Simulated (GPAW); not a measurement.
Input of a GPAW 26.7.0 run:

File run.py:

```python
from ase import Atoms
from ase.calculators.mixing import SumCalculator
from ase.filters import FrechetCellFilter
from ase.io import write
from ase.optimize import LBFGS
from dftd3.ase import DFTD3
from gpaw import GPAW, PW

atoms = Atoms(['Pt', 'S', 'S'],
              cell=[[3.5432, 0.0, 0.0],
                    [-1.7716, 3.0685012107, 0.0],
                    [0.0, 0.0, 5.0388]],
              scaled_positions=[[0.0, 0.0, 0.0],
                                [0.6666666667, 0.3333333333, 0.773],
                                [0.3333333333, 0.6666666667, 0.227]],
              pbc=True)

calc = GPAW(mode=PW(600),
            xc='PBE',
            kpts={'size': (9, 9, 5), 'gamma': True},
            occupations={'name': 'fermi-dirac', 'width': 0.05},
            nbands=26,
            convergence={'density': 1e-05, 'forces': 0.0001},
            maxiter=150,
            txt='gpaw.txt')
atoms.calc = SumCalculator([calc, DFTD3(method='pbe', damping='d3bj')])
opt = LBFGS(FrechetCellFilter(atoms), trajectory='relax.traj', logfile='-')
done = opt.run(fmax=0.02, steps=100)
calc.write('gs.gpw')
write('result.traj', atoms)
print('Converged:', done)
print('Cell:', atoms.cell.cellpar().round(4))
print('Volume:', round(atoms.get_volume(), 4))
print(atoms.get_scaled_positions().round(5))
```

Potentials or basis: GPAW PAW data sets (gpaw-data 1.2.1), pw.

Run with:

```bash
$ OMP_NUM_THREADS=1 python run.py
```

Task: Estimate the space group after relaxing (to 0.05 Å).

Result: P-3m1 (No. 164).

Task: Estimate the dispersion energy per atom.

Result: -0.452 eV.

Forces on the atoms (eV/Å):
```
Pt   0.000  0.000  0.000
S    0.000  0.000 -0.003
S    0.000  0.000  0.003
```

Caveat: later steps reuse the first step's grids. Spin-orbit coupling is left out, which matters for the levels of Pt.
